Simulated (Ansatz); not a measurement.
Runs of Ansatz 0.2.0 on Pb. The structure is cubic, space group Im-3m (No. 229). The conventional cell has a = 3.959 Å, b = 3.959 Å, c = 3.959 Å, α = 90.00°, β = 90.00°, γ = 90.00°. Around Pb (site symmetry m-3m) lie 8 Pb at 3.43 Å. This isn't the form of Pb at room conditions, which is fcc.

```tsv
task	level	cell	k mesh	gap on the mesh (eV)	pressure (GPa)	relaxed volume (Å³/atom)
relaxation of cell and atoms	PBEsol+D4	relaxed	9 × 9 × 9	none	0.0	28.83
relaxation of cell and atoms	BLYP+D3(BJ)	relaxed	9 × 9 × 9	none	0.0	30.54
relaxation of cell and atoms	revPBE+D3(BJ)	relaxed	9 × 9 × 9	none	0.0	(a)
phonons	LDA	as given	7 × 7 × 7	none	-	-
relaxation of cell and atoms	BLYP+D4	relaxed	9 × 9 × 9	none	0.0	31.45
```

Alike in all rows: potentials or basis Ansatz PAW; no spin polarisation; cutoff (eV) 420; smearing fermi-dirac 0.05 eV.

Task: Estimate the missing entries.

Result: (a) 29.66.

Caveats: the PAW data sets come from PBE, with cores solved anew for the run's functional, which leaves a small shift of forces and pressure; the plane-wave basis is chosen anew once the cell has moved, so the energies of steps on either side of that aren't comparable (some runs); pairwise dispersion overbinds metals, which lowers pressure and volume (some runs).

A k mesh can miss the band edges, and the runs leave out spin-orbit coupling on Pb.

A gap of «none» marks a metal or a gap under the smearing width.

Runs at the PBE level aren't shown here.
